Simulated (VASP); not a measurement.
Wanted: the native input for a VASP 6.6.1 run.

| Quantity | Value |
| --- | --- |
| Task | relaxation of cell and atoms |
| Functional | PBE |
| Potentials or basis | VASP PAW PBE potentials, release 64 (In_d) |
| Cutoff | 600 eV |
| k mesh | 20 × 20 × 20 |
| Occupations | methfessel-paxton, width 0.1 eV |
| Spin | no spin polarisation |
| Further INCAR settings | ALGO = Normal; EDIFF = 1e-07; IBRION = 2; EDIFFG = -0.005; NSW = 90; ISIF = 3 |

The structure of In lies in POSCAR:

```
In                                      
1.0
   -1.6653940457      1.6653940457      2.4799682440
    1.6653940457     -1.6653940457      2.4799682440
    1.6653940457      1.6653940457     -2.4799682440
  In            
     1
Direct
     0.0000000000000000    0.0000000000000000    0.0000000000000000
```

One way to write it, as run:

INCAR

```
SYSTEM = In
PREC = Accurate
ENCUT = 600
EDIFF = 1E-7
ISMEAR = 1
SIGMA = 0.1
LREAL = .False.
LASPH = .True.
NELM = 80
ALGO = Normal
ISIF = 3
LWAVE = .False.
LCHARG = .False.
GGA = PE
IBRION = 2
NSW = 90
EDIFFG = -0.005
```

KPOINTS

```
Automatic mesh
0
Gamma
  20 20 20
  0 0 0
```

Potentials or basis: VASP PAW PBE potentials, release 64 (In_d).

Launch:

```bash
$ cat potpaw_PBE.64/In_d/POTCAR > POTCAR
$ mpirun -np 1 vasp_std > vasp.out
```

Results of the run:

```
Pressure after relaxing : 0.0 GPa
Band gap on the k mesh  : none (metal or under the smearing width)
```

Caveat: the relaxation stopped at its first step, so nothing moved.

It took 66 s on 1 thread of Intel(R) Xeon(R) 6975P-C (Granite Rapids), on a shared host, peak memory 0.34 GiB.
